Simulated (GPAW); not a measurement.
Runs of GPAW 26.7.0 on Si2Mo. The structure is tetragonal, space group I4/mmm (No. 139). The conventional cell has a = 3.200 Å, b = 3.200 Å, c = 7.861 Å, α = 90.00°, β = 90.00°, γ = 90.00°. Around Mo (site symmetry 4/mmm) lie 10 Si at 2.62 Å. Around Si (site symmetry 4mm) lie 5 Si at 2.61 to 2.63 Å and 5 Mo at 2.62 Å. 

```tsv
task	level	potentials or basis	smearing	band path	band points	gap on the mesh (eV)	pressure (GPa)	largest force (eV/Å)
single point	PBE	GPAW PAW data sets (gpaw-data 1.2.1), pw	gaussian 0.017 eV	-	-	none	2.8	0.26
single point	PBE	GPAW PAW data sets (gpaw-data 1.2.1), pw	gaussian 0.029 eV	-	-	none	2.8	0.26
single point	PBE	GPAW PAW data sets (gpaw-data 1.2.1), pw	gaussian 0.021 eV	-	-	none	2.8	0.26
single point	PBE	GPAW PAW data sets (gpaw-data 1.2.1), pw	gaussian 0.018 eV	-	-	none	2.8	0.26
band structure	RPBE	the program's PAW data sets (release 1.2.1) made for this functional, pw	fermi-dirac 0.05 eV	GXYSGZS1NPY1Z,XP	100	-	5.6	(a)
```

Alike in all rows: no spin polarisation; cell as given; k mesh 12 × 12 × 12; cutoff (eV) 600.

**Question.** Estimate the missing entries.

**Answer.** (a) 0.24.

A k mesh can miss the band edges, and the runs leave out spin-orbit coupling on Mo.

A gap of «none» marks a metal or a gap under the smearing width.

Not every run made on this cell is shown here.
